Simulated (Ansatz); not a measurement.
Runs of Ansatz 0.2.0 on C. The structure is hexagonal, space group P6_3/mmc (No. 194). The conventional cell has a = 2.522 Å, b = 2.522 Å, c = 8.237 Å, α = 90.00°, β = 90.00°, γ = 120.00°. Around C (site symmetry 3m) lie 4 C at 1.54 Å. C (site symmetry 3m) is surrounded by 4 C at 1.54 Å. This is a hexagonal form of diamond, not graphite.

```tsv
task	level	cell	points for each segment of the path	gap on the mesh (eV)	pressure (GPa)	V0 of scaled cells (Å³/atom)	relaxed volume (Å³/atom)	B0 (GPa)	largest force (eV/Å)
relaxation of cell and atoms	PBEsol	relaxed	-	4.44	0.0	-	5.62	-	-
relaxation of cell and atoms	BLYP	relaxed	-	4.81	0.0	-	(d)	-	-
band structure	PBEsol	as given	10	4.28	-4.3	-	-	-	0.33
equation of state	BLYP	as given	-	-	-	5.83	-	(c)	-
band structure	BPBE	as given	10	4.42	(a)	-	-	-	0.33
equation of state	rPW86-PBE+rVV10	as given	-	-	-	5.76	-	(b)	-
```

Alike in all rows: potentials or basis Ansatz PAW; no spin polarisation; k mesh 12 × 12 × 4; cutoff (eV) 420; smearing fermi-dirac 0.05 eV.

Problem. Estimate the missing entries.

Solution. (a) 2.7; (b) 423; (c) 407; (d) 5.83.

Caveats: the PAW data sets come from PBE, with cores solved anew for the run's functional, which leaves a small shift of forces and pressure (some runs); the plane-wave basis is chosen anew once the cell has moved, so the energies of steps on either side of that aren't comparable (some runs); the potentials were made for another functional, which shifts forces and pressure (some runs); the cell was scaled at fixed shape and fractional positions, which overstates the stiffness of a crystal with free parameters, most of all of layers and chains (some runs).

A k mesh can miss the band edges.

Runs at the PBE level aren't shown here.
